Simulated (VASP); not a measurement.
Crystal: ZnSe.

```
CELL_PARAMETERS angstrom
0.00000 2.82024 2.82024
2.82024 0.00000 2.82024
2.82024 2.82024 0.00000
ATOMIC_POSITIONS crystal
Zn 0.00000 0.00000 0.00000
Se 0.25000 0.25000 0.25000
```

The cell is a database's computed one.

Base run:

```yaml
Program: VASP 6.6.1
Functional: r2SCAN
Potentials_or_basis: VASP PAW PBE potentials, release 64 (Zn, Se)
Cutoff: 520 eV
k_mesh: 8 × 8 × 8
Occupations: gaussian, width 0.02 eV
Spin: no spin polarisation
```

Its results: band gap on the k mesh 1.93 eV, direct.

**Question.** The run is repeated on the same cell with these changes: functional from r2SCAN to TB-mBJ. What comes out?

**Answer.** Band gap on the k mesh 2.82 eV, direct.
